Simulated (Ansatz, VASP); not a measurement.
# TaN (TaN(100) slab) in two plane-wave programs

Wanted: the spread between two codes on one cell, functional and k mesh. Of the first pair: The structure shown is the start of the Ansatz relaxation below; VASP solves that cell, so the two are compared at the walk's first step.

Main program and level: Ansatz 0.2.0; plane waves, with VASP 6.6.1 beside it; single point at PBE.

### 1. The starting structure

The cell holds 48 atoms: 24 N and 24 Ta. Cell: a = 6.251 Å, b = 6.251 Å, c = 26.050 Å, α = 90.0°, β = 90.0°, γ = 90.0°. It derives from TaN. Slab of TaN cut on (1 0 0), 11.0 A thick, 2 x 2 surface cells, both faces free; (so at first; earlier steps may have moved the atoms). Lattice constants are starting values near those of PBE. Vacuum lies along c.

Structure file:

```
N Ta
1.0
     6.25082    0.00000    0.00000
     0.00000    6.25082    0.00000
     0.00000    0.00000   26.05000
N Ta
24 24
Direct
  0.00000 0.00000 0.28791
  0.25000 0.25000 0.37274
  0.00000 0.00000 0.45758
  0.25000 0.25000 0.54242
  0.00000 0.00000 0.62726
  0.25000 0.25000 0.71209
  0.00000 0.50000 0.28791
  0.25000 0.75000 0.37274
  0.00000 0.50000 0.45758
  0.25000 0.75000 0.54242
  0.00000 0.50000 0.62726
  0.25000 0.75000 0.71209
  0.50000 0.00000 0.28791
  0.75000 0.25000 0.37274
  0.50000 0.00000 0.45758
  0.75000 0.25000 0.54242
  0.50000 0.00000 0.62726
  0.75000 0.25000 0.71209
  0.50000 0.50000 0.28791
  0.75000 0.75000 0.37274
  0.50000 0.50000 0.45758
  0.75000 0.75000 0.54242
  0.50000 0.50000 0.62726
  0.75000 0.75000 0.71209
  0.25000 0.25000 0.28791
  0.00000 0.00000 0.37274
  0.25000 0.25000 0.45758
  0.00000 0.00000 0.54242
  0.25000 0.25000 0.62726
  0.00000 0.00000 0.71209
  0.25000 0.75000 0.28791
  0.00000 0.50000 0.37274
  0.25000 0.75000 0.45758
  0.00000 0.50000 0.54242
  0.25000 0.75000 0.62726
  0.00000 0.50000 0.71209
  0.75000 0.25000 0.28791
  0.50000 0.00000 0.37274
  0.75000 0.25000 0.45758
  0.50000 0.00000 0.54242
  0.75000 0.25000 0.62726
  0.50000 0.00000 0.71209
  0.75000 0.75000 0.28791
  0.50000 0.50000 0.37274
  0.75000 0.75000 0.45758
  0.50000 0.50000 0.54242
  0.75000 0.75000 0.62726
  0.50000 0.50000 0.71209
```

### 2. Ansatz: relaxation, PBE

Ansatz runs on its default PAW (the set named soft_2) files.

The two programs are compared at the cell with which this relaxation starts, whose forces are those of its first step.

Input file input.yaml:

```yaml
crystal:
  lattice:
    - [6.25082, 0.0, 0.0]
    - [0.0, 6.25082, 0.0]
    - [0.0, 0.0, 26.05]
  atoms:
    - { symbol: "N", position: [0.0, 0.0, 0.28791] }
    - { symbol: Ta, position: [0.25, 0.25, 0.28791] }
    - { symbol: Ta, position: [0.0, 0.0, 0.37274] }
    - { symbol: "N", position: [0.25, 0.25, 0.37274] }
    - { symbol: "N", position: [0.0, 0.0, 0.45758] }
    - { symbol: Ta, position: [0.25, 0.25, 0.45758] }
    - { symbol: Ta, position: [0.0, 0.0, 0.54242] }
    - { symbol: "N", position: [0.25, 0.25, 0.54242] }
    - { symbol: "N", position: [0.0, 0.0, 0.62726] }
    - { symbol: Ta, position: [0.25, 0.25, 0.62726] }
    - { symbol: Ta, position: [0.0, 0.0, 0.71209] }
    - { symbol: "N", position: [0.25, 0.25, 0.71209] }
    - { symbol: "N", position: [0.0, 0.5, 0.28791] }
    - { symbol: Ta, position: [0.25, 0.75, 0.28791] }
    - { symbol: Ta, position: [0.0, 0.5, 0.37274] }
    - { symbol: "N", position: [0.25, 0.75, 0.37274] }
    - { symbol: "N", position: [0.0, 0.5, 0.45758] }
    - { symbol: Ta, position: [0.25, 0.75, 0.45758] }
    - { symbol: Ta, position: [0.0, 0.5, 0.54242] }
    - { symbol: "N", position: [0.25, 0.75, 0.54242] }
    - { symbol: "N", position: [0.0, 0.5, 0.62726] }
    - { symbol: Ta, position: [0.25, 0.75, 0.62726] }
    - { symbol: Ta, position: [0.0, 0.5, 0.71209] }
    - { symbol: "N", position: [0.25, 0.75, 0.71209] }
    - { symbol: "N", position: [0.5, 0.0, 0.28791] }
    - { symbol: Ta, position: [0.75, 0.25, 0.28791] }
    - { symbol: Ta, position: [0.5, 0.0, 0.37274] }
    - { symbol: "N", position: [0.75, 0.25, 0.37274] }
    - { symbol: "N", position: [0.5, 0.0, 0.45758] }
    - { symbol: Ta, position: [0.75, 0.25, 0.45758] }
    - { symbol: Ta, position: [0.5, 0.0, 0.54242] }
    - { symbol: "N", position: [0.75, 0.25, 0.54242] }
    - { symbol: "N", position: [0.5, 0.0, 0.62726] }
    - { symbol: Ta, position: [0.75, 0.25, 0.62726] }
    - { symbol: Ta, position: [0.5, 0.0, 0.71209] }
    - { symbol: "N", position: [0.75, 0.25, 0.71209] }
    - { symbol: "N", position: [0.5, 0.5, 0.28791] }
    - { symbol: Ta, position: [0.75, 0.75, 0.28791] }
    - { symbol: Ta, position: [0.5, 0.5, 0.37274] }
    - { symbol: "N", position: [0.75, 0.75, 0.37274] }
    - { symbol: "N", position: [0.5, 0.5, 0.45758] }
    - { symbol: Ta, position: [0.75, 0.75, 0.45758] }
    - { symbol: Ta, position: [0.5, 0.5, 0.54242] }
    - { symbol: "N", position: [0.75, 0.75, 0.54242] }
    - { symbol: "N", position: [0.5, 0.5, 0.62726] }
    - { symbol: Ta, position: [0.75, 0.75, 0.62726] }
    - { symbol: Ta, position: [0.5, 0.5, 0.71209] }
    - { symbol: "N", position: [0.75, 0.75, 0.71209] }
kpoints:
  mp_grid: { grid: [4, 4, 1] }
hamiltonian:
  xc: pbe
scf:
  occupations: { method: fermi_dirac, width: 0.1 }
output:
  forces: true
relax:
  f_tol: 0.05
  max_steps: 120
```

Started as:

```console
ansatz run input.yaml --threads 6 --pin off --max-ram 102400MiB --backend cuda --events-out ev --progress --plain --runs-dir out
```

Numbers of over 12 decimals in the logs are rounded to 6 here.

Log:

```text
Engine: ansatz 0.2.0, x86_64-unknown-linux-gnu
Pseudopotentials: kind: paw
Pseudopotential: N, paw, valence charge 5, recommended cutoff 420 eV (normal), N.paw.azcp
Pseudopotential: Ta, paw, valence charge 13, recommended cutoff 420 eV (normal), Ta.paw.azcp
Functional definition: PBE
  parameter kappa = 0.804
  parameter beta = 0.066725
  exchange = pbe_x(kappa = kappa, mu = beta*pi^2/3)
  correlation = pbe_c(beta = beta)
device memory: the entry about to start is reckoned to put 16.5 GiB on a device that reports 75.4 GiB free
GPU FFT provider: cuFFT
GPU libraries: cuBLAS 13.8.2, cuFFT 12.4.0, cuSOLVER 12.3.4
Crystal: 48 atoms, lattice volume = 1017.845 Å³
Basis set: ecut = 420 eV, 19931 PW (Γ), exchange–correlation on 90×90×360 points (8 copies of the dense FFT grid, shifted against one another)
Bands: 264, of which v1, the nominal top of the filled ones, is band 216 counted from 1 (215 counted from 0)
Symmetry: 64 space group operations
Space group: P4/nmm (ITA 129), of the structure as read, at distance tolerance 1.0e-4 Å
k-points: 6 of 16
Non-local potential: N, projectors of the file, l = 0: 2, l = 1: 2, l = 2: 1
Non-local potential: Ta, projectors of the file, l = 0: 3, l = 1: 2, l = 2: 2, l = 3: 1
PAW form: soft (Blöchl's): semilocal exchange-correlation on the pseudo side does not see the compensation charge
PAW one-centre angular grid: N, 110 points (default); XC on 64 Gauss nodes
PAW one-centre angular grid: Ta, 590 points (default); XC on 64 Gauss nodes
Initial density: superposition of atomic densities (neutral atoms: chi_scale 0, normalization atom), corrected by the library's trained network
Initial wavefunctions: pseudopotential atomic-orbital guess
GPU buffer pool allocated for 364500 grid points (all kernels)
GPU transforms: local potential and band sums: pruned to the plane-wave sphere, on 45×45×180
Functional: x = pbe(κ = 0.804, μ = 0.219515), c = pbe(β = 0.066725)
SCF iter   1: F=—  HF=-247622.606687 eV  |F-HF|=—  |Δ(HF+E_count)|=         —  Δρ=6.05e-3  dr2=4.35e0  ethr=1.77e-3  ⟨swp⟩=8.5  Hψ=7513  notcnv=0
preconditioner: auto → LDOS  [metal: Δε(μ)=0.008 eV  Ē_g=9.038 eV  σ=0.100 eV  W_gap=0.02  n_scr=246 (ndim 8)  ℏωp=18.0 eV  f_vac=0.435  D(μ)=27.52/eV (n_scr^D=174)  β→1.0]
SCF iter   2: F=—  HF=-247622.447893 eV  |F-HF|=—  |Δ(HF+E_count)|=   1.59e-1  Δρ=2.31e-3  dr2=1.78e-1  ethr=1.01e-3  ⟨swp⟩=2.3  Hψ=2016  notcnv=0
SCF iter   3: F=—  HF=-247622.436253 eV  |F-HF|=—  |Δ(HF+E_count)|=   1.16e-2  Δρ=3.57e-4  dr2=2.31e-3  ethr=4.12e-5  ⟨swp⟩=2.0  Hψ=2311  notcnv=0
SCF iter   4: F=—  HF=-247622.436784 eV  |F-HF|=—  |Δ(HF+E_count)|=   5.31e-4  Δρ=1.51e-4  dr2=4.99e-4  ethr=5.35e-7  ⟨swp⟩=3.0  Hψ=3286  notcnv=0
SCF iter   5: F=—  HF=-247622.436750 eV  |F-HF|=—  |Δ(HF+E_count)|=   3.46e-5  Δρ=5.19e-5  dr2=1.26e-4  ethr=1.15e-7  ⟨swp⟩=2.0  Hψ=2449  notcnv=0
SCF iter   6: F=-247622.436717 eV  HF=-247622.436754 eV  |F-HF|=3.69e-5  |Δ(HF+E_count)|=   4.04e-6  Δρ=2.96e-5  dr2=4.13e-5  ethr=1.45e-8  ⟨swp⟩=3.2  Hψ=6230  notcnv=0
SCF 1 converged in 6 iterations: F = -247622.436717 eV  dr2 = 4.13e-5
  greatest PAW one-centre occupation: 0.999 electrons in one spin orbital (limit 2), on the Ta atom at site 45 (counted from 0), in its partial waves of l = 0
relax step   1: F+E_penalty+E_count = -247622.43671697 eV  Δ(F+E_penalty+E_count) = +0.000e0 eV  max|allowed force component| = 2.094e0 eV/Å  Δτ_max = 0.0000 Å  (6 SCF iters, dr2 threshold 6.25e-5 eV, accepted)
[...]
relax step   5: F+E_penalty+E_count = -247626.87799020 eV  Δ(F+E_penalty+E_count) = -1.173e-1 eV  max|allowed force component| = 1.045e-1 eV/Å  Δτ_max = 0.0391 Å  (6 SCF iters, dr2 threshold 1.00e-5 eV, accepted)
[...]
relax step   6: F+E_penalty+E_count = -247626.88533569 eV  Δ(F+E_penalty+E_count) = -7.345e-3 eV  max|allowed force component| = 2.215e-2 eV/Å  Δτ_max = 0.0079 Å  (7 SCF iters, accepted)
SCF converged after 7 iterations
Free energy (F): -247626.885336 eV
Harris-Foulkes:  -247626.885336 eV  (|F-HF|=3.49e-9)
Internal energy: -247626.250185 eV  (E = F + TS)
E sigma→0 (E₀):  -247626.567760 eV
Entropy (-TS):   -0.635150 eV (-13.232 meV/atom)
Fermi energy:    9.185527 eV
--- Per-component energies (eV) ---
  E_band       = -6250.273349
  E_kinetic    = 11928.190401
  E_local      = -463488.490637  (includes V_loc(G=0)·N_el)
  E_nonlocal   = 1429.002863
  E_hartree    = 226897.656403
  E_xc         = -6693.237376
  E_vxc        = -6742.577499  (∫ρ·V_xc dr)
  E_paw        = -204572.030688  (= ΣΔE_a)
  E_vpaw       = -3171.660160  (= ΣTr[D̂ρ^β])
  E_aug_tail   = 0.004827  (compensation charges beyond the density's cutoff)
  E_ewald      = 186872.654022
  E_smearing   = -0.635150  (= −TS)
  E_closure    = 0.000000  (closes the sum)
  Σ components = -247626.885336   (vs F -247626.885336, Δ=0.00e0)
--- Forces (eV/Å), atoms counted from 1 ---
  atom   1  N      0.00000000    -0.00000000    -0.00426879
  atom   2  Ta    -0.00000000    -0.00000000     0.00564569
  atom   3  Ta    -0.00000000    -0.00000000     0.00333312
  atom   4  N      0.00000000     0.00000000    -0.02214786
  atom   5  N     -0.00000000     0.00000000    -0.00043162
  atom   6  Ta    -0.00000000     0.00000000     0.00875994
  atom   7  Ta    -0.00000000     0.00000000    -0.00875994
  atom   8  N     -0.00000000    -0.00000000     0.00043162
  atom   9  N     -0.00000000     0.00000000     0.02214786
  atom  10  Ta     0.00000000     0.00000000    -0.00333312
  atom  11  Ta     0.00000000    -0.00000000    -0.00564569
  atom  12  N     -0.00000000    -0.00000000     0.00426879
  atom  13  N     -0.00000000     0.00000000    -0.00426879
  atom  14  Ta    -0.00000000     0.00000000     0.00564569
  atom  15  Ta     0.00000000     0.00000000     0.00333312
  atom  16  N     -0.00000000    -0.00000000    -0.02214786
  atom  17  N     -0.00000000    -0.00000000    -0.00043162
  atom  18  Ta    -0.00000000    -0.00000000     0.00875994
  atom  19  Ta    -0.00000000     0.00000000    -0.00875994
  atom  20  N     -0.00000000    -0.00000000     0.00043162
  atom  21  N     -0.00000000     0.00000000     0.02214786
  atom  22  Ta    -0.00000000    -0.00000000    -0.00333312
  atom  23  Ta     0.00000000    -0.00000000    -0.00564569
  atom  24  N      0.00000000     0.00000000     0.00426879
[...]
atom  41  N     -0.00000000    -0.00000000    -0.00043162
  atom  42  Ta    -0.00000000     0.00000000     0.00875994
  atom  43  Ta    -0.00000000     0.00000000    -0.00875994
  atom  44  N     -0.00000000    -0.00000000     0.00043162
  atom  45  N      0.00000000    -0.00000000     0.02214786
  atom  46  Ta    -0.00000000    -0.00000000    -0.00333312
  atom  47  Ta    -0.00000000     0.00000000    -0.00564569
  atom  48  N     -0.00000000     0.00000000     0.00426879
  max |Σ_I F_I| component: 6.07e-18 eV/Å
--- Relaxed structure (6 steps of the walk, 6 accepted, 0 SCFs on fresh bases) ---
  F+E_penalty+E_count = -247626.88533569 eV   max|allowed force component| = 2.215e-2 eV/Å
  atoms:
    - { symbol: N, position: [0, 0, 0.276316] }
    - { symbol: Ta, position: [0.25, 0.25, 0.291249] }
    - { symbol: Ta, position: [0, 0, 0.365531] }
    - { symbol: N, position: [0.25, 0.25, 0.374232] }
    - { symbol: N, position: [0, 0, 0.450821] }
    - { symbol: Ta, position: [0.25, 0.25, 0.462493] }
    - { symbol: Ta, position: [0, 0, 0.537507] }
    - { symbol: N, position: [0.25, 0.25, 0.549179] }
    - { symbol: N, position: [0, 0, 0.625768] }
    - { symbol: Ta, position: [0.25, 0.25, 0.634469] }
    - { symbol: Ta, position: [0, 0, 0.708751] }
    - { symbol: N, position: [0.25, 0.25, 0.723684] }
    - { symbol: N, position: [0, 0.5, 0.276316] }
    - { symbol: Ta, position: [0.25, 0.75, 0.291249] }
    - { symbol: Ta, position: [0, 0.5, 0.365531] }
    - { symbol: N, position: [0.25, 0.75, 0.374232] }
    - { symbol: N, position: [0, 0.5, 0.450821] }
    - { symbol: Ta, position: [0.25, 0.75, 0.462493] }
    - { symbol: Ta, position: [0, 0.5, 0.537507] }
    - { symbol: N, position: [0.25, 0.75, 0.549179] }
    - { symbol: N, position: [0, 0.5, 0.625768] }
    - { symbol: Ta, position: [0.25, 0.75, 0.634469] }
    - { symbol: Ta, position: [0, 0.5, 0.708751] }
    - { symbol: N, position: [0.25, 0.75, 0.723684] }
    - { symbol: N, position: [0.5, 0, 0.276316] }
    - { symbol: Ta, position: [0.75, 0.25, 0.291249] }
    - { symbol: Ta, position: [0.5, 0, 0.365531] }
    - { symbol: N, position: [0.75, 0.25, 0.374232] }
    - { symbol: N, position: [0.5, 0, 0.450821] }
    - { symbol: Ta, position: [0.75, 0.25, 0.462493] }
    - { symbol: Ta, position: [0.5, 0, 0.537507] }
    - { symbol: N, position: [0.75, 0.25, 0.549179] }
    - { symbol: N, position: [0.5, 0, 0.625768] }
    - { symbol: Ta, position: [0.75, 0.25, 0.634469] }
    - { symbol: Ta, position: [0.5, 0, 0.708751] }
    - { symbol: N, position: [0.75, 0.25, 0.723684] }
    - { symbol: N, position: [0.5, 0.5, 0.276316] }
    - { symbol: Ta, position: [0.75, 0.75, 0.291249] }
    - { symbol: Ta, position: [0.5, 0.5, 0.365531] }
    - { symbol: N, position: [0.75, 0.75, 0.374232] }
    - { symbol: N, position: [0.5, 0.5, 0.450821] }
    - { symbol: Ta, position: [0.75, 0.75, 0.462493] }
    - { symbol: Ta, position: [0.5, 0.5, 0.537507] }
    - { symbol: N, position: [0.75, 0.75, 0.549179] }
    - { symbol: N, position: [0.5, 0.5, 0.625768] }
    - { symbol: Ta, position: [0.75, 0.75, 0.634469] }
    - { symbol: Ta, position: [0.5, 0.5, 0.708751] }
    - { symbol: N, position: [0.75, 0.75, 0.723684] }
```

The column dr2 measures how far the density is from self-consistency, as an energy; F and HF (Harris–Foulkes) agree once it is small.

[end of part 1 of 2]

[Lines on the potential files, build, host, timing and source positions are cut from VASP's logs without a mark.]

[Logs are printed without paths, hosts, clocks, repeated set-up lines and the standing remarks that a program may print on its own settings, such as how far it seeks lower states.]

[Hosts, paths, dates, database ids (printed as entryN), source tags and the programs' standing remarks are cut or masked in the printed files.]
